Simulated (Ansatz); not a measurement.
Mg under changes of volume

One of the cells (23.237 Å³/atom); the others are scaled copies at fixed shape and fractional positions:

```
Mg
1.0
     3.20930    0.00000    0.00000
    -1.60465    2.77934    0.00000
     0.00000    0.00000    5.21030
Mg
2
Direct
  0.66667 0.33333 0.75000
  0.33333 0.66667 0.25000
```

* Program: Ansatz 0.2.0
* Functional: HSEsol
* Potentials or basis: Ansatz PAW
* Cutoff: 420 eV (not typed: the program's choice for these potentials)
* k mesh: 5 × 5 × 3
* Occupations: fermi-dirac, width 0.05 eV
* Spin: no spin polarisation

```csv
volume (Å³/atom),energy over the lowest point (meV/atom),pressure (GPa)
21.843,3.17,1.4
22.308,0.36,0.5
22.772,0.00,-0.3
23.237,?,?
23.702,5.73,-1.7
24.167,11.41,-2.3
24.631,18.73,-2.8
```

**Question.** What does the run at 23.237 Å³/atom give?

**Answer.** Energy over the lowest point 1.86 meV/atom; pressure -1.0 GPa.

Worked out: A Birch-Murnaghan fit of order 3 (a polynomial in V^(-2/3)) to the other rows has its minimum at 22.61 Å³/atom with B0 = V·E''(V) = 38 GPa and B' = 3.9 at fixed shape and positions, which overstates the stiffness. It gives 1.86 meV/atom at 23.237 Å³/atom, against the run's 1.86, and -dE/dV = -1.0 GPa, against -1.0.

Energies are extrapolated to zero smearing.

Caveats: all runs use coarse meshes; the PAW data sets come from PBE, with cores solved anew for the run's functional, which leaves a small shift of forces and pressure; the thresholds are loose for stress.
